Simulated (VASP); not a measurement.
# SiO (F-43m) in VASP: settings compared

The runs below take SiO through RPA correlation energy, optical spectrum, density of states, electric field gradients, core levels, with PBE, PBEsol.

All numbers are computed with VASP 6.6.1; they aren't measurements. Logs are shortened: lines on timing, memory, paths and dates and some standing lists are left out, and cuts for length are marked.

## (1) The crystal as given

It takes space group F-43m (No. 216, cubic). The conventional cell has a = 4.867 Å, b = 4.867 Å, c = 4.867 Å, α = 90.00°, β = 90.00°, γ = 90.00°. Around Si (site symmetry -43m) lie 4 O at 2.11 Å. O (site symmetry -43m) is surrounded by 4 Si at 2.11 Å.

The cell was built by a generator and needn't be a form met in nature.

## (2) RPA correlation energy, PBE (volume scaled by 1.04)

File POSCAR:

```
SiO
1.0
    0.0000000000      2.4656652515      2.4656652515
    2.4656652515      0.0000000000      2.4656652515
    2.4656652515      2.4656652515      0.0000000000
Si O
1 1
Direct
    0.7500000000      0.7500000000      0.7500000000
    0.0000000000      0.0000000000      0.0000000000
```

File INCAR.step1:

```
SYSTEM = SiO
PREC     = Accurate       ! precision mode
ENCUT    = 400            ! plane-wave cutoff, eV
EDIFF    = 1E-8           ! SCF threshold, eV
ISMEAR   = 0              ! smearing method
SIGMA    = 0.05           ! smearing width, eV
LREAL    = .FALSE.        ! projectors in reciprocal space
LASPH    = .TRUE.         ! aspherical terms in the spheres
NELM     = 100            ! most SCF steps
ALGO     = Normal         ! electronic algorithm
LWAVE    = .TRUE.         ! write WAVECAR
LCHARG   = .FALSE.        ! write CHGCAR
GGA      = PE             ! functional
```

File INCAR.step2:

```
SYSTEM = SiO
PREC     = Accurate       ! precision mode
ENCUT    = 400            ! plane-wave cutoff, eV
EDIFF    = 1E-8           ! SCF threshold, eV
ISMEAR   = 0              ! smearing method
SIGMA    = 0.05           ! smearing width, eV
LREAL    = .FALSE.        ! projectors in reciprocal space
LASPH    = .TRUE.         ! aspherical terms in the spheres
NELM     = 1              ! most SCF steps
ALGO     = EIGENVAL       ! electronic algorithm
LWAVE    = .FALSE.        ! write WAVECAR
LCHARG   = .FALSE.        ! write CHGCAR
GGA      = PE             ! functional
LHFCALC  = .TRUE.         ! exact exchange
AEXX     = 1.0            ! exact-exchange fraction
ALDAC    = 0.0          
AGGAC    = 0.0          
ISTART   = 1            
PRECFOCK = Fast
```

File INCAR.step3:

```
SYSTEM = SiO
PREC     = Accurate       ! precision mode
ENCUT    = 400            ! plane-wave cutoff, eV
EDIFF    = 1E-8           ! SCF threshold, eV
ISMEAR   = 0              ! smearing method
SIGMA    = 0.05           ! smearing width, eV
LREAL    = .FALSE.        ! projectors in reciprocal space
LASPH    = .TRUE.         ! aspherical terms in the spheres
NELM     = 1              ! most SCF steps
ALGO     = Exact          ! electronic algorithm
LWAVE    = .TRUE.         ! write WAVECAR
LCHARG   = .FALSE.        ! write CHGCAR
GGA      = PE             ! functional
NBANDS   = 560            ! bands
LOPTICS  = .TRUE.         ! frequency-dependent dielectric function
ISTART   = 1
```

File INCAR.step4:

```
SYSTEM = SiO
PREC     = Accurate       ! precision mode
ENCUT    = 400            ! plane-wave cutoff, eV
EDIFF    = 1E-8           ! SCF threshold, eV
ISMEAR   = 0              ! smearing method
SIGMA    = 0.05           ! smearing width, eV
LREAL    = .FALSE.        ! projectors in reciprocal space
LASPH    = .TRUE.         ! aspherical terms in the spheres
NELM     = 100            ! most SCF steps
ALGO     = ACFDT          ! electronic algorithm
LWAVE    = .FALSE.        ! write WAVECAR
LCHARG   = .FALSE.        ! write CHGCAR
GGA      = PE             ! functional
NBANDS   = 560            ! bands
ENCUTGW  = 250            ! cutoff of the response function
NOMEGA   = 12             ! frequency points
ISTART   = 1            
PRECFOCK = Fast
```

File KPOINTS:

```
regular mesh
0
G
  4 4 4
  0 0 0
```

Potentials or basis: VASP PAW PBE potentials, release 64 (Si_GW, O_GW).

Run with:

```
$ cat potpaw_PBE.64/Si_GW/POTCAR potpaw_PBE.64/O_GW/POTCAR > POTCAR
$ cp INCAR.step1 INCAR
$ mpirun -np 1 vasp_std > vasp.out
$ cp INCAR.step2 INCAR
$ mpirun -np 1 vasp_std > vasp.out
$ cp INCAR.step3 INCAR
$ mpirun -np 1 vasp_std > vasp.out
$ cp INCAR.step4 INCAR
$ mpirun -np 1 vasp_std > vasp.out
```

OUTCAR:

```text
SYSTEM = SiO
   PREC = Accurate
   ENCUT = 400
   EDIFF = 1E-8
   ISMEAR = 0
   LREAL = .FALSE.
   LASPH = .TRUE.
   NELM = 100
   GGA = PE
   ENCUTGW = 250
   ISTART = 1
   PRECFOCK = Fast

 ion  position               nearest neighbor table
   1  0.750  0.750  0.750-   2 2.14   2 2.14   2 2.14   2 2.14
   2  0.000  0.000  0.000-   1 2.14   1 2.14   1 2.14   1 2.14

  LATTYP: Found a face centered cubic cell.
 ALAT       =     4.9313305030

  Lattice vectors:

 A1 = (   0.0000000000,   2.4656652515,   2.4656652515)
 A2 = (   2.4656652515,   0.0000000000,   2.4656652515)
 A3 = (   2.4656652515,   2.4656652515,   0.0000000000)

Analysis of symmetry for initial positions (statically):
=====================================================================
 Subroutine PRICEL returns:
 Original cell was already a primitive cell.

 Routine SETGRP: Setting up the symmetry group for a
 face centered cubic supercell.

 Subroutine GETGRP returns: Found 24 space group operations
 (whereof 24 operations were pure point group operations)
 out of a pool of 48 trial point group operations.

The static configuration has the point symmetry T_d .

Analysis of symmetry for dynamics (positions and initial velocities):
=====================================================================
 Subroutine PRICEL returns:
 Original cell was already a primitive cell.

 Routine SETGRP: Setting up the symmetry group for a
 face centered cubic supercell.

 Subroutine GETGRP returns: Found 24 space group operations
 (whereof 24 operations were pure point group operations)
 out of a pool of 48 trial point group operations.

The dynamic configuration has the point symmetry T_d .

 Subroutine INISYM returns: Found 24 space group operations
 (whereof 24 operations are pure point group operations),
 and found     1 'primitive' translations

----------------------------------------------------------------------------------------

                                     Primitive cell

  volume of cell :      29.9800

  direct lattice vectors                    reciprocal lattice vectors
     0.000000000  2.465665251  2.465665251    -0.202785029  0.202785029  0.202785029
     2.465665251  0.000000000  2.465665251     0.202785029 -0.202785029  0.202785029
     2.465665251  2.465665251  0.000000000     0.202785029  0.202785029 -0.202785029

  length of vectors
     3.486977239  3.486977239  3.486977239     0.351233974  0.351233974  0.351233974

  position of ions in fractional coordinates (direct lattice)
     0.750000000  0.750000000  0.750000000
     0.000000000  0.000000000  0.000000000

  ion indices of the primitive-cell ions
   primitive index   ion index
                 1           1
                 2           2

----------------------------------------------------------------------------------------

 KPOINTS: regular mesh

Automatic generation of k-mesh.
 Grid dimensions read from file:
 generate k-points for:    4    4    4

 Generating k-lattice:

  Cartesian coordinates                     Fractional coordinates (reciprocal lattice)
    -0.050696257  0.050696257  0.050696257     0.250000000  0.000000000  0.000000000
     0.050696257 -0.050696257  0.050696257     0.000000000  0.250000000  0.000000000
     0.050696257  0.050696257 -0.050696257     0.000000000  0.000000000  0.250000000

  Length of vectors
     0.087808493  0.087808493  0.087808493

  Shift w.r.t. Gamma in fractional coordinates (k-lattice)
     0.000000000  0.000000000  0.000000000

 Subroutine IBZKPT returns following result:
 ===========================================

 Found      8 irreducible k-points:

 Following reciprocal coordinates:
            Coordinates               Weight
  0.000000  0.000000  0.000000      1.000000
  0.250000  0.000000  0.000000      8.000000
  0.500000  0.000000  0.000000      4.000000
  0.250000  0.250000  0.000000      6.000000
  0.500000  0.250000  0.000000     24.000000
 -0.250000  0.250000  0.000000     12.000000
  0.500000  0.500000  0.000000      3.000000
 -0.250000  0.500000  0.250000      6.000000
   k-points           NKPTS =      8   k-points in BZ     NKDIM =     64   number of bands    NBANDS=    560
   number of dos      NEDOS =    301   number of ions     NIONS =      2
   total plane-waves  NPLWV =  13824
   dimension x,y,z NGX =    24 NGY =   24 NGZ =   24
   dimension x,y,z NGXF=    48 NGYF=   48 NGZF=   48
   ions per type =               1   1
   NGX,Y,Z   is equivalent  to a cutoff of  11.44, 11.44, 11.44 a.u.
   NGXF,Y,Z  is equivalent  to a cutoff of  22.88, 22.88, 22.88 a.u.
 SYSTEM =  SiO
   PREC   = accura    normal or accurate (medium, high low for compatibility)
   ISTART =      1    job   : 0-new  1-cont  2-samecut
   ICHARG =      0    charge: 1-file 2-atom 10-const
   ISPIN  =      1    spin polarized calculation?
   LNONCOLLINEAR =      F non collinear calculations
   LSORBIT =      F    spin-orbit coupling
   LASPH  =      T    aspherical Exc in radial PAW
   ENCUT  =  400.0 eV  29.40 Ry    5.42 a.u.   5.69  5.69  5.69*2*pi/ulx,y,z
   NELM   =    100;   NELMIN=  2; NELMDL=  0     # of ELM steps
   EDIFF  = 0.1E-07   stopping-criterion for ELM
   LREAL  =      F    real-space projection
   EDIFFG = 0.1E-06   stopping-criterion for IOM
   NSW    =      0    number of steps for IOM
   IBRION =     -1    ionic relax: 0-MD 1-quasi-New 2-CG
   NFREE  =      0    steps in history (QN), initial steepest desc. (CG)
   ISIF   =      0    stress and relaxation
   ISYM   =      3    0-nonsym 1-usesym 2-fastsym
   POTIM  = 0.5000    time-step for ionic-motion
   TEBEG  =    0.0;   TEEND  =   0.0 temperature during run
   PSTRESS=    0.0 pullay stress
   NELECT =      10.0000    total number of electrons
   NUPDOWN=      -1.0000    fix difference up-down
   EMIN   =  10.00;   EMAX   =-10.00  energy-range for DOS
   EFERMI =   0.00;   METHOD = LEGACY
   ISMEAR =     0;   SIGMA  =   0.05  broadening in eV -4-tet -1-fermi 0-gaus
   EFERMI_NEDOS =   21; number of points for ismear=-14 and -15
   IALGO  =     38    algorithm
   IMIX   =      4    mixing-type and parameters
     AMIX     =   0.40;   BMIX     =  1.00
     AMIX_MAG =   1.60;   BMIX_MAG =  1.00
  volume/ion in A,a.u.               =      14.99       101.16
  Fermi-wavevector in a.u.,A,eV,Ry     =   1.135352  2.145505 17.538254  1.289025
  Thomas-Fermi vector in A             =   2.272057
   LORBIT       =      0    0 simple, 1 ext, 2 COOP (PROOUT), +10 PAW based schemes
   GGA     = PE    functional components
   LHFCALC =     T    Hartree Fock is set to
   PRECFOCK=fast      Normal, Fast or Accurate (Low or Medium for compatibility)
   ENCUT4O =  -1.0   cutoff for four orbital integrals eV
   NKREDX  =     1    reduce k-point grid by
   NKREDY  =     1    reduce k-point grid by
   NKREDZ  =     1    reduce k-point grid by
   AEXX    =    1.0000 exact exchange contribution
   HFSCREEN=    0.0000 screening length (either q_TF or 0.3 A-1)
   HFSCREENC=   0.0000 screening length for correlation (either q_TF or 0.3 A-1)
   ENCUTFOCK=  -1.0 apply spherical cutoff to Coloumb kernel
   IVDW    =     0    specifies the selected vdW correction
   LEPSILON=     F    determine dielectric tensor
   LRPA    =     F    only Hartree local field effects (RPA)
   LRPAFORCE           =     F    calculate RPA forces
   ENCUTGW             = 250.0    cutoff for response function in eV
   ENCUTGWSOFT         = 200.0    soft cutoff for Coulomb kernel in GW response function in eV
   ENCUTLF             =  -1.0    cutoff for local field effects
   NELMGW              =     1    number of iterations in solving QP/BSE equation
   NELMHF              =     1    number of iterations in the inner HF iteration
   NKREDLFX            =     1    NKREDLFY  =   1   NKREDLFZ  =   1
 non-spin polarized calculation
 Gauss-broadening in eV      SIGMA  =   0.05
  energy-cutoff  :      400.00
  volume of cell :       29.98
 maximum number of plane-waves:       560
 NGX is ok and might be reduce to    24
  NGX = 14; NGY = 14; NGZ = 14
   NGX = 11   NGY = 11   NGZ = 11
 maximum number of plane-waves:       290

      cutoff energy     smooth cutoff   RPA   correlation   Hartree contr. to MP2
---------------------------------------------------------------------------------
            250.000           200.000      -16.2738592843      -32.5593018540
            238.095           190.476      -16.1642536553      -32.4173382863
            226.757           181.406      -16.0483313622      -32.2643578235
            215.959           172.768      -15.9257688418      -32.0993836392
            205.676           164.541      -15.7947417377      -31.9195551715
            195.882           156.705      -15.6585946590      -31.7288068933
            186.554           149.243      -15.5152308832      -31.5236433668
            177.670           142.136      -15.3639509066      -31.3027187124
  linear regression
  converged value                          -17.6262210546      -34.4393512564
```

Wall time 4 min (1 thread of Intel Xeon 6975P-C (Granite Rapids), shared host); peak memory 0.48 GiB.

The run converged, but a check on its numbers failed (symmetry, net force, bounds or a known fault of this set-up), so they aren't taken as properties of the crystal.

Caveat: the k mesh is coarse (spacing up to 0.55 Å⁻¹), so the values aren't converged; the cutoff lies under the usual one of these potentials, so the numbers hold a large basis-set error; the ground state has no gap, which makes the many-body step unreliable.

## (3) Optical spectrum, PBEsol

File INCAR:

```
ALGO = Fast ; CSHIFT = 0.1
EDIFF = 1E-7 ; ENCUT = 520
GGA = PS ; ISIF = 2
ISMEAR = 0 ; LASPH = T
LCHARG = F ; LOPTICS = T
LREAL = F ; LWAVE = F
NBANDS = 53 ; NEDOS = 2000
NELM = 60 ; PREC = Accurate
SIGMA = 0.02
```

File KPOINTS:

```
k-points
0
Gamma
  9 9 9
```

File POSCAR:

```
SiO
1.0
    0.0000000000      2.4336400000      2.4336400000
    2.4336400000      0.0000000000      2.4336400000
    2.4336400000      2.4336400000      0.0000000000
Si O
1 1
Direct
    0.7500000000      0.7500000000      0.7500000000
    0.0000000000      0.0000000000      0.0000000000
```

Potentials or basis: VASP PAW PBE potentials, release 64 (Si, O).

Run with:

```
$ cat potpaw_PBE.64/Si/POTCAR potpaw_PBE.64/O/POTCAR > POTCAR
$ mpirun -np 1 vasp_std > vasp.out
```

OUTCAR:

```text
EDIFF = 1E-7
   ENCUT = 520
   GGA = PS
   ISIF = 2
   ISMEAR = 0
   LASPH = T
   LREAL = F
   NELM = 60
   PREC = Accurate

 ion  position               nearest neighbor table
   1  0.750  0.750  0.750-   2 2.11   2 2.11   2 2.11   2 2.11
   2  0.000  0.000  0.000-   1 2.11   1 2.11   1 2.11   1 2.11

[... 825 lines left out ...]
     3.35964     4.16506     4.16506     4.16506    -0.00000    -0.00000    -0.00000
     4.47952    -0.06624    -0.06624    -0.06624     0.00000     0.00000    -0.00000
     5.59940     0.07395     0.07395     0.07395     0.00000     0.00000     0.00000
[... 92 lines left out ...]
   109.74821     0.96425     0.96425     0.96425     0.00000    -0.00000     0.00000
   110.86809     0.96506     0.96506     0.96506     0.00000    -0.00000     0.00000

  frequency dependent IMAGINARY DIELECTRIC FUNCTION (independent particle, no local field effects) current-current
     E(ev)      X         Y         Z        XY        YZ        ZX
  --------------------------------------------------------------------------------------------------------------
     0.00000    98.13624    98.13624    98.13624     0.00000    -0.00000    -0.00000
     1.11988    47.94569    47.94569    47.94569     0.00000    -0.00000     0.00000
     2.23976     5.45312     5.45312     5.45312     0.00000    -0.00000     0.00000
     3.35964     6.98206     6.98206     6.98206     0.00000    -0.00000    -0.00000
     4.47952     3.40070     3.40070     3.40070     0.00000    -0.00000     0.00000
     5.59940     3.65441     3.65441     3.65441    -0.00000     0.00000    -0.00000
[... 92 lines left out ...]
   109.74821     0.00001     0.00001     0.00001    -0.00000    -0.00000    -0.00000
   110.86809     0.00001     0.00001     0.00001    -0.00000    -0.00000    -0.00000

  frequency dependent      REAL DIELECTRIC FUNCTION (independent particle, no local field effects) current-current
     E(ev)        X           Y           Z          XY          YZ          ZX
  --------------------------------------------------------------------------------------------------------------
     0.00000    27.34874    27.34874    27.34874     0.00000    -0.00000     0.00000
     1.11988    20.92377    20.92377    20.92377    -0.00000    -0.00000    -0.00000
     2.23976     0.61492     0.61492     0.61492    -0.00000     0.00000    -0.00000
     3.35964     3.78086     3.78086     3.78086    -0.00000    -0.00000    -0.00000
     4.47952    -0.20724    -0.20724    -0.20724    -0.00000     0.00000    -0.00000
     5.59940    -0.04790    -0.04790    -0.04790     0.00000     0.00000    -0.00000
[... 92 lines left out ...]
   109.74821     0.96428     0.96428     0.96428    -0.00000     0.00000    -0.00000
   110.86809     0.96509     0.96509     0.96509    -0.00000     0.00000    -0.00000
```

OSZICAR:

```text
N       E                     dE             d eps       ncg     rms          rms(c)
DAV:   1     0.422342974888E+02    0.42234E+02   -0.33257E+03  3710   0.166E+02
DAV:   2    -0.112976491932E+02   -0.53532E+02   -0.49706E+02  4494   0.618E+01
DAV:   3    -0.128371492562E+02   -0.15395E+01   -0.15267E+01  4388   0.910E+00
DAV:   4    -0.128391028252E+02   -0.19536E-02   -0.19534E-02  4319   0.335E-01
DAV:   5    -0.128391057855E+02   -0.29603E-05   -0.29607E-05  4336   0.131E-02    0.688E+00
RMM:   6    -0.119573968425E+02    0.88171E+00   -0.18970E-01  3730   0.959E-01    0.428E+00
RMM:   7    -0.117367028154E+02    0.22069E+00   -0.33272E-02  3883   0.389E-01    0.133E+00
RMM:   8    -0.117217842585E+02    0.14919E-01   -0.19741E-02  4201   0.368E-01    0.310E-01
RMM:   9    -0.117204820847E+02    0.13022E-02   -0.29826E-04  4284   0.410E-02    0.111E-01
RMM:  10    -0.117204951509E+02   -0.13066E-04   -0.10643E-04  4413   0.240E-02    0.741E-02
RMM:  11    -0.117204078722E+02    0.87279E-04   -0.15837E-05  4276   0.840E-03    0.454E-03
RMM:  12    -0.117204078242E+02    0.48027E-07   -0.61518E-07  4488   0.196E-03
   1 F= -.11720408E+02 E0= -.11720244E+02  d E =-.327698E-03
 imaginary and real dielectric function
```

stdout:

```text
POSCAR found type information on POSCAR SiO
 POSCAR found :  2 types and       2 ions
 scaLAPACK will be used
 -----------------------------------------------------------------------------
|                                                                             |
|                                                                             |
|     You enforced a specific xc type in the INCAR file but a different       |
|     I HOPE YOU KNOW WHAT YOU ARE DOING!                                     |
|                                                                             |
 -----------------------------------------------------------------------------

 LDA part: xc-table for (Slater+PW92), standard interpolation
 POSCAR, INCAR and KPOINTS ok, starting setup
 FFT: planning ... GRIDC
 FFT: planning ... GRID_SOFT
 FFT: planning ... GRID
 WAVECAR not read
 entering main loop
 optical routines
 imaginary and real dielectric function
 recalculating local potential from charge density
 direction            1
 direction            2
 direction            3
```

Run time: 69 s. Hardware: 1 thread of AMD EPYC 7R43 (Zen 3), shared host; peak memory 0.14 GiB.

What came out:

```yaml
Free_energy: -11.7204 eV
Pressure: -3.8 GPa
Band_gap_on_the_k_mesh: none (metal or under the smearing width)
```

Dielectric function (mean over the directions given):
| energy (eV) | real part | imaginary part |
| --- | --- | --- |
| 0.28 | 30.80 | 1.93 |
| 0.78 | 22.43 | 17.41 |
| 1.29 | -12.92 | 38.02 |
| 1.79 | -0.69 | 13.44 |
| 2.30 | 2.70 | 4.92 |
| 2.80 | 5.59 | 5.73 |
| 3.30 | 3.48 | 5.74 |
| 3.81 | 2.13 | 10.80 |
| 4.31 | -1.85 | 4.44 |
| 4.82 | 0.63 | 6.23 |
| 5.32 | 1.41 | 4.06 |
| 5.82 | 1.01 | 3.26 |
| 6.33 | 1.78 | 2.30 |
| 6.83 | 3.92 | 4.99 |
| 7.34 | 0.82 | 5.80 |
| 7.84 | -1.25 | 5.62 |
| 8.34 | -0.60 | 3.73 |
| 8.85 | 0.94 | 1.79 |
| 9.35 | 1.16 | 4.25 |
| 9.85 | -1.40 | 5.43 |
| 10.36 | -2.94 | 3.61 |
| 10.86 | -1.93 | 1.89 |
| 11.37 | -1.73 | 1.42 |
| 11.87 | -0.98 | 0.92 |
| 12.37 | -0.43 | 0.95 |
| 12.88 | -0.56 | 1.40 |
| 13.38 | -0.39 | 1.12 |
| 13.89 | -0.55 | 1.62 |
| 14.39 | -0.27 | 0.58 |
| 14.89 | -0.28 | 0.67 |
| 15.40 | 0.18 | 0.83 |
| 15.90 | -0.23 | 0.99 |
| 16.41 | 0.14 | 0.50 |
| 16.91 | 0.39 | 0.92 |
| 17.41 | -0.21 | 0.77 |
| 17.92 | -0.12 | 0.37 |
| 18.42 | 0.13 | 0.45 |
| 18.93 | 0.08 | 0.44 |
| 19.43 | 0.14 | 0.21 |
| 19.99 | 0.40 | 0.22 |

Caveat: spectra need much finer meshes, so this one isn't converged; independent-particle spectra lack excitons; the intraband (Drude) part of a metal's response may be missing; the PAW data sets were made with another functional, which shifts forces and pressure a little.

[end of part 1 of 2]
